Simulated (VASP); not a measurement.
Input:

```xyz
2
Lattice="0.0000 3.0425 3.0425 3.0425 0.0000 3.0425 3.0425 3.0425 0.0000" Properties=species:S:1:pos:R:3 pbc="T T T"
Zn     0.0000     0.0000     0.0000
Te     1.5213     1.5213     1.5213
```

The numbers are results of SCAN meta-GGA, VASP's PBE PAW potentials (set 64) (plane waves; VASP), not measurements. Run with 520 eV cut-off, 8×8×8 Γ-centred mesh, Gaussian smearing of 0.050 eV, potentials Zn Te.

### Question
The job: ZnTe (zinc blende), 2 atoms, SCAN, static run, 520 eV, 8×8×8 Γ-centred mesh. Roughly how much core time does it take on a busy server core?

### Answer
About 2 core-minutes (one run on a shared machine, a rough figure). It had 29 irreducible k-points, 13 bands, up to 1540 plane waves and 24 electronic steps.

The compound is ZnTe in the zinc blende structure. It was relaxed first.
